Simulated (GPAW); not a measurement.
Te:

```xyz
3
Lattice="4.4540 0.0000 0.0000 -2.2270 3.8573 0.0000 0.0000 0.0000 5.9240" Properties=species:S:1:pos:R:3 pbc="T T T"
Te    1.6279    2.8197    0.0000
Te    1.1981    0.0000    1.9747
Te   -0.5991    1.0376    3.9493
```

- Program: GPAW 26.7.0
- Task: relaxation of cell and atoms
- Functional: PBE
- Dispersion: D3
- Potentials or basis: GPAW PAW data sets (gpaw-data 1.2.1)
- Cutoff: 600 eV
- Basis: pw
- k mesh: 5 × 5 × 3
- Occupations: fermi-dirac, width 0.05 eV
- Spin: no spin polarisation

At the start: pressure -0.1 GPa; volume 33.93 Å³/atom.

Q: How do energy, volume and symmetry change on relaxing?

A: Over 10 steps the energy falls by 2.1 meV/atom and the volume is 33.27 Å³/atom (-1.9 %); space group P3_121 (No. 152, to 0.05 Å).

Step by step:
```
step  energy change (eV)  largest force (eV/Å)  pressure (GPa)  volume (Å³)
   1              0.0000                0.1038           -0.13       101.78
   2             -0.0005                0.0969           -0.15       101.74
   3             -0.0052                0.0113           -0.35       100.86
   4             -0.0055                0.0209           -0.32       100.60
   5             -0.0059                0.0225           -0.18       100.11
   6             -0.0061                0.0121           -0.05        99.86
   7             -0.0062                0.0012            0.01        99.80
   8             -0.0062                0.0021            0.02        99.81
   9             -0.0062                0.0072            0.02        99.83
  10             -0.0062                0.0090            0.02        99.82
```

Final structure:
```yaml
crystal:
  lattice:
    - [4.42202, 0.00000, 0.00000]
    - [-2.21101, 3.82958, 0.00000]
    - [-0.00001, 0.00000, 5.89467]
  atoms:
    - { symbol: Te, position: [0.72349, 0.72349, 0.00000] }
    - { symbol: Te, position: [0.27652, 0.00000, 0.33334] }
    - { symbol: Te, position: [0.00000, 0.27652, 0.66666] }
```

Caveat: later steps reuse the first step's grids.
